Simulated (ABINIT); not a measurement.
The system is BeS.

```xyz
2
Lattice="0.0000 2.4250 2.4250 2.4250 0.0000 2.4250 2.4250 2.4250 0.0000" Properties=species:S:1:pos:R:3 pbc="T T T"
S     3.6375    3.6375    3.6375
Be    0.0000    0.0000    0.0000
```

* Program: ABINIT 10.8.3 (patched build)
* Task: relaxation of cell and atoms
* Functional: LDA
* Potentials or basis: PseudoDojo NC SR LDA v0.4.1 standard
* Cutoff: 1197 eV
* k mesh: 7 × 7 × 7
* Occupations: fermi-dirac, width 0.05 eV
* Spin: no spin polarisation

At the start: pressure -3.2 GPa; volume 14.26 Å³/atom.

Problem. How do energy, volume and symmetry change on relaxing?

Solution. Over 4 steps the energy falls by 4.8 meV/atom and the volume is 13.79 Å³/atom (-3.3 %); space group F-43m (No. 216, to 0.05 Å).

The path:
```
step  energy change (eV)  largest force (eV/Å)  pressure (GPa)  volume (Å³)
   1              0.0000                0.0000           -3.21        28.52
   2             -0.0048                0.0000           -2.31        28.24
   3             -0.0097                0.0000            0.09        27.56
   4             -0.0097                0.0000            0.00        27.58
```

Final structure:
```
S Be
1.0
     0.00000    2.39808    2.39808
     2.39808    0.00000    2.39808
     2.39808    2.39808    0.00000
S Be
1 1
Direct
  0.75000 0.75000 0.75000
  0.00000 0.00000 0.00000
```
